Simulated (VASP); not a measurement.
Write the native input for VASP 6.6.1 that does the following.

- Task: relaxation of the atoms
- Functional: PBE
- Potentials or basis: VASP PAW PBE potentials, release 64 (Te, Pb_d)
- Cutoff: 600 eV
- k mesh: 8 × 8 × 8
- Occupations: gaussian, width 0.03 eV
- Spin: no spin polarisation
- Further INCAR settings: ALGO = Normal; EDIFF = 1e-07; IBRION = 2; EDIFFG = -0.01; NSW = 40

The structure of TePb lies in POSCAR:

```
TePb                                    
1.0
    0.0000000000      3.2170526334      3.2170526334
    3.2170526334      0.0000000000      3.2170526334
    3.2170526334      3.2170526334      0.0000000000
  Te              Pb            
     1     1
Direct
     0.5000000000000000    0.5000000000000000    0.5000000000000000
     0.0000000000000000    0.0000000000000000    0.0000000000000000
```

The cell isn't the ideal one: a relaxed cell with its volume scaled by 0.94.

The input as run:

INCAR

```
ALGO     = Normal         # electronic algorithm
EDIFF    = 1E-7           # SCF threshold, eV
EDIFFG   = -0.01          # ionic threshold
ENCUT    = 600            # plane-wave cutoff, eV
GGA      = PE             # functional
IBRION   = 2              # ionic algorithm
ISIF     = 2              # what is computed and relaxed
ISMEAR   = 0              # smearing method
LASPH    = T              # aspherical terms in the spheres
LCHARG   = F              # write CHGCAR
LREAL    = F              # projectors in reciprocal space
LWAVE    = F              # write WAVECAR
NELM     = 80             # most SCF steps
NSW      = 40             # ionic steps
PREC     = Accurate       # precision mode
SIGMA    = 0.03           # smearing width, eV
```

KPOINTS

```
k-points
0
Gamma
  8 8 8
```

Potentials or basis: VASP PAW PBE potentials, release 64 (Te, Pb_d).

Run with:

```bash
$ cat potpaw_PBE.64/Te/POTCAR potpaw_PBE.64/Pb_d/POTCAR > POTCAR
$ mpirun -np 1 vasp_std > vasp.out
```

It gave:

| Item | Value |
| --- | --- |
| Pressure after relaxing | 2.8 GPa |
| Band gap on the k mesh | 0.71 eV, direct |

Caveat: the relaxation stopped at its first step, so nothing moved; spin-orbit coupling is left out, which as a rule narrows the gap of such compounds by several tenths of an eV.

Wall time 24 s on 1 thread of Intel(R) Xeon(R) Platinum 8488C (Sapphire Rapids) (shared host), peak memory 0.22 GiB.
